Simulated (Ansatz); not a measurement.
**Au: enthalpy against pressure**

Au, Fm-3m, a = 4.124 Å. Ansatz: r2SCAN, PAW, 500 eV, Γ-centred 18×18×18 mesh on 1 atom, Gaussian smearing 0.10 eV; no spin polarisation. Cell and atoms are relaxed at each pressure, and no other structure is tried, so the rows at high pressure may lie past a change of phase. y is the enthalpy over the state at zero pressure; there V0 = 17.539 Å³/atom. The pressures are the targets, met within 0.04 GPa.

| P (GPa) | y (eV/atom) |
| --- | --- |
| -3.0 | -0.3317 |
| 0.0 | 0.0000 |
| 3.0 | 0.3254 |
| 8.0 | ? |
| 15.0 | 1.5762 |
| 30.0 | 3.0537 |
| 60.0 | 5.8149 |

Q: Fit y = c1 P + c2 P² + c3 P³ to the other rows, say what c1 and c2 mean, and predict the missing value.

A: Least squares on the rows shown. y = 0.10917 P − 0.00028895 P² + 1.4108×10⁻⁶ P³. Since dH/dP = V, c1 is V0: 0.10917 eV/GPa × 160.2 = 17.489 Å³ against 17.539; c2 = −V0/(2B0) gives B0 = 189 GPa, where a Birch–Murnaghan fit to the volumes of the same runs (not shown) gives 156 GPa: a cubic over this range folds the higher terms into c2. At P = 8.0 the fit asked for gives 0.8556 eV/atom. The run gave 0.8555 eV/atom, so the fit is 0.0001 eV/atom too high, within the rms miss on the fitted rows (0.0009 eV/atom).

Spin–orbit coupling is left out, which can shift energies with elements as heavy as these.